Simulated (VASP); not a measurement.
Computed with vdW-DF-cx, VASP's PBE PAW potentials (set 64) (plane waves; VASP).

A VASP calculation is set up with these files.

INCAR:
```
SYSTEM = ZrO2
PREC = Accurate; ENCUT = 520; LREAL = F
LASPH = T
EDIFF = 1E-7; NELM = 100; ALGO = Normal
LMAXMIX = 4
ISMEAR = -5
GGA = CX; LUSE_VDW = T; AGGAC = 0.0
ISIF = 2
LWAVE = F; LCHARG = T; LORBIT = 11
NEDOS = 601
LEFG = T
```

### KPOINTS
```
K-points
0
G
 8 8 8
```

POSCAR:
```
ZrO2
1.0
  0.0000000000   2.5395733387   2.5395733387
  2.5395733387   0.0000000000   2.5395733387
  2.5395733387   2.5395733387   0.0000000000
Zr O
1 2
Cartesian
  0.0000000000   0.0000000000   0.0000000000
  1.2697866693   1.2697866693   1.2697866693
  3.8093600080   3.8093600080   3.8093600080
```

POTCAR, in this order: Zr_sv O (PBE.64 set). Program: vasp_std.

What VASP printed:

**OUTCAR**
```
 ion  position               nearest neighbor table
   1  0.000  0.000  0.000-   3 2.20   3 2.20   3 2.20   2 2.20   2 2.20   2 2.20   3 2.20   2 2.20
  LATTYP: Found a face centered cubic cell.
 ALAT       =     5.0791466774
 Subroutine PRICEL returns:
 Original cell was already a primitive cell.
 Subroutine GETGRP returns: Found 48 space group operations
The static configuration has the point symmetry O_h .
The dynamic configuration has the point symmetry O_h .
 Subroutine INISYM returns: Found 48 space group operations
 Subroutine IBZKPT returns following result:
 Found     29 irreducible k-points:

 Following reciprocal coordinates:
            Coordinates               Weight
  0.000000  0.000000  0.000000      1.000000
  0.125000  0.000000  0.000000      8.000000
  0.250000  0.000000  0.000000      8.000000
  0.375000  0.000000  0.000000      8.000000
  0.500000  0.000000  0.000000      4.000000
  0.125000  0.125000  0.000000      6.000000
  0.250000  0.125000  0.000000     24.000000
  0.375000  0.125000  0.000000     24.000000
  0.500000  0.125000  0.000000     24.000000
 -0.375000  0.125000  0.000000     24.000000
 -0.250000  0.125000  0.000000     24.000000
 -0.125000  0.125000  0.000000     12.000000
  0.250000  0.250000  0.000000      6.000000
  0.375000  0.250000  0.000000     24.000000
  0.500000  0.250000  0.000000     24.000000
 -0.375000  0.250000  0.000000     24.000000
 -0.250000  0.250000  0.000000     12.000000
  0.375000  0.375000  0.000000      6.000000
  0.500000  0.375000  0.000000     24.000000
 -0.375000  0.375000  0.000000     12.000000
  0.500000  0.500000  0.000000      3.000000
  0.375000  0.250000  0.125000     24.000000
  0.500000  0.250000  0.125000     48.000000
 -0.375000  0.250000  0.125000     24.000000
  0.500000  0.375000  0.125000     24.000000
 -0.375000  0.375000  0.125000     48.000000
 -0.250000  0.375000  0.125000     24.000000
 -0.375000  0.500000  0.125000     12.000000
 -0.250000  0.500000  0.250000      6.000000
   k-points           NKPTS =     29   k-points in BZ     NKDIM =     29   number of bands    NBANDS=     16
   number of dos      NEDOS =    601   number of ions     NIONS =      3
   total plane-waves  NPLWV =  21952
   dimension x,y,z NGX =    28 NGY =   28 NGZ =   28
   dimension x,y,z NGXF=    56 NGYF=   56 NGZF=   56
   ions per type =               1   2
   PREC   = accura    normal or accurate (medium, high low for compatibility)
   ISTART =      0    job   : 0-new  1-cont  2-samecut
   ICHARG =      2    charge: 1-file 2-atom 10-const
   ISPIN  =      1    spin polarized calculation?
   LNONCOLLINEAR =      F non collinear calculations
   LSORBIT =      F    spin-orbit coupling
   INIWAV =      1    electr: 0-lowe 1-rand  2-diag
   ENCUT  =  520.0 eV  38.22 Ry    6.18 a.u.   6.68  6.68  6.68*2*pi/ulx,y,z
   NELM   =    100;   NELMIN=  2; NELMDL= -5     # of ELM steps
   EDIFF  = 0.1E-06   stopping-criterion for ELM
   LREAL  =      F    real-space projection
   NLSPLINE    = F    spline interpolate recip. space projectors
   LMAXMIX     =    4 max onsite mixed and CHGCAR
   VOSKOWN=      0    Vosko Wilk Nusair interpolation
   EDIFFG = 0.1E-05   stopping-criterion for IOM
   NSW    =      0    number of steps for IOM
   NBLOCK =      1;   KBLOCK =      1    inner block; outer block
   IBRION =     -1    ionic relax: 0-MD 1-quasi-New 2-CG
   NFREE  =      0    steps in history (QN), initial steepest desc. (CG)
   ISIF   =      2    stress and relaxation
   ISYM   =      2    0-nonsym 1-usesym 2-fastsym
   TEIN   =    0.0    initial temperature
   TEBEG  =    0.0;   TEEND  =   0.0 temperature during run
   SMASS  =  -3.00    Nose mass-parameter (am)
   PSTRESS=    0.0 pullay stress
...
```

### OSZICAR
```
       N       E                     dE             d eps       ncg     rms          rms(c)
DAV:   1     0.194410301277E+03    0.19441E+03   -0.14734E+04   928   0.154E+03
DAV:   2    -0.220285244922E+02   -0.21644E+03   -0.21453E+03  1208   0.386E+02
DAV:   3    -0.292158136596E+02   -0.71873E+01   -0.71820E+01  1368   0.725E+01
DAV:   4    -0.294527696456E+02   -0.23696E+00   -0.23693E+00  1328   0.975E+00
DAV:   5    -0.294560486414E+02   -0.32790E-02   -0.32790E-02  1184   0.108E+00    0.253E+01
DAV:   6    -0.234617961306E+02    0.59943E+01   -0.34261E+01  1032   0.457E+01    0.103E+01
DAV:   7    -0.233998897027E+02    0.61906E-01   -0.13432E+00  1288   0.961E+00    0.638E+00
DAV:   8    -0.233654991309E+02    0.34391E-01   -0.16902E-01  1216   0.433E+00    0.445E-01
DAV:   9    -0.233658699231E+02   -0.37079E-03   -0.15895E-02  1256   0.903E-01    0.314E-01
DAV:  10    -0.233667502889E+02   -0.88037E-03   -0.49646E-03  1088   0.712E-01    0.142E-01
DAV:  11    -0.233667395126E+02    0.10776E-04   -0.14711E-03  1160   0.323E-01    0.127E-01
DAV:  12    -0.233666957977E+02    0.43715E-04   -0.24770E-04  1048   0.127E-01    0.444E-03
DAV:  13    -0.233666968063E+02   -0.10086E-05   -0.87946E-06  1128   0.231E-02    0.295E-03
DAV:  14    -0.233666969615E+02   -0.15526E-06   -0.20609E-06  1144   0.944E-03    0.534E-03
DAV:  15    -0.233666968296E+02    0.13196E-06   -0.22931E-07   912   0.435E-03    0.743E-04
DAV:  16    -0.233666968220E+02    0.76020E-08   -0.13443E-08   632   0.102E-03
   1 F= -.23366697E+02 E0= -.23366697E+02  d E =0.000000E+00
```

File OUTCAR:
```
------------------------ aborting loop because EDIFF is reached ----------------------------------------
  FORCE on cell =-STRESS in cart. coord.  units (eV):
  Direction    XX          YY          ZZ          XY          YZ          ZX
  --------------------------------------------------------------------------------------
  Total        0.0024341      0.0024341      0.0024341      0.0000000      0.0000000      0.0000000
  in kB        0.1190526      0.1190526      0.1190526      0.0000000      0.0000000      0.0000000
  external PRESSURE =       0.1190526 kB  Pullay stress =       0.0000000 kB
  volume of cell :       32.76
      direct lattice vectors                 reciprocal lattice vectors
     0.000000000  2.539573339  2.539573339    -0.196883466  0.196883466  0.196883466
     2.539573339  0.000000000  2.539573339     0.196883466 -0.196883466  0.196883466
     2.539573339  2.539573339  0.000000000     0.196883466  0.196883466 -0.196883466
 POSITION                                       TOTAL-FORCE (eV/Angst)
 -----------------------------------------------------------------------------------
      0.00000      0.00000      0.00000        -0.000000      0.000000     -0.000000
      1.26979      1.26979      1.26979         0.000000      0.000000      0.000000
      3.80936      3.80936      3.80936         0.000000     -0.000000     -0.000000
 -----------------------------------------------------------------------------------
    total drift:                                0.000000      0.000000      0.000000
  FREE ENERGIE OF THE ION-ELECTRON SYSTEM (eV)
  ---------------------------------------------------
  free  energy   TOTEN  =       -23.3666968220 eV

  energy  without entropy=      -23.3666968220  energy(sigma->0) =      -23.36669682

 total charge

# of ion       s       p       d       tot
------------------------------------------
    1        2.169   6.052   1.316   9.538
    2        1.559   3.532   0.000   5.091
    3        1.559   3.532   0.000   5.091
--------------------------------------------------
tot          5.287  13.116   1.316  19.719

 Electric field gradients after diagonalization (V/A^2)
 (convention: |V_zz| > |V_xx| > |V_yy|)
----------------------------------------------------------------------
 ion       V_xx      V_yy      V_zz     asymmetry (V_yy - V_xx)/ V_zz
----------------------------------------------------------------------
   1      -0.000    -0.000     0.000       0.000
   2       0.002     0.002    -0.003       0.000
   3       0.002     0.002    -0.003       0.000
```
(Selected blocks of OUTCAR.)

The compound is ZrO2 in the fluorite structure, the high-temperature cubic form, which is unstable at 0 K; the monoclinic form is the stable one. It was relaxed first.
